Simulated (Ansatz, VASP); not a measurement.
Cs in VASP and in Ansatz

```xyz
1
Lattice="-2.7129 2.7129 4.0419 2.7129 -2.7129 4.0419 2.7129 2.7129 -4.0419" Properties=species:S:1:pos:R:3 pbc="T T T"
Cs    0.0000    0.0000    0.0000
```

Change from the starting cell: volume scaled by 0.96.

Alike in both runs: task single point; functional PBE; k mesh 7 × 7 × 7; occupations fermi-dirac, width 0.05 eV; no spin polarisation.

```csv
,VASP,Ansatz
version,VASP 6.6.1,Ansatz 0.2.0
potentials or method,"VASP PAW PBE potentials, release 64 (Cs_sv)",Ansatz PAW
plane-wave cutoff (eV),520,420
valence electrons in the cell,9,9
```

```csv
,VASP,Ansatz,Ansatz less VASP
gap on the k mesh at the Fermi level (eV),none,none,-
pressure (GPa),0.0,0.0,+0.01
```

A gap of «none» marks a metal or a gap that the smearing closes.

Spin-orbit coupling is left out, which matters for the levels of Cs.
